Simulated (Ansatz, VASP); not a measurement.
**GaN: VASP beside Ansatz**

```xyz
2
Lattice="0.0000 2.2535 2.2535 2.2535 0.0000 2.2535 2.2535 2.2535 0.0000" Properties=species:S:1:pos:R:3 pbc="T T T"
Ga    0.0000    0.0000    0.0000
N     1.1268    1.1268    1.1268
```

The cell is a database's computed one.

Alike in both runs: functional PBE; k mesh 7 × 7 × 7; occupations fermi-dirac, width 0.05 eV; non-collinear spin, spin-orbit coupling.

|  | VASP | Ansatz |
| --- | --- | --- |
| version | VASP 6.6.1 | Ansatz 0.2.0 |
| potentials or method | VASP PAW PBE potentials, release 64 (Ga_d, N), cutoff 520 eV | all-electron LAPW, relativistic spinors |
| task | single point | band structure |

```csv
,VASP,Ansatz,Ansatz less VASP
gap on the k mesh at the Fermi level (eV),1.72,1.73,+0.009
least direct gap on the mesh (eV),1.72,1.73,+0.009
pressure (GPa),5.0,4.9,-0.15
net moment per atom (μB),0.00,0.00,0.000
```

Ansatz ran all-electron here, so the differences hold the error of VASP's frozen core and of both bases.
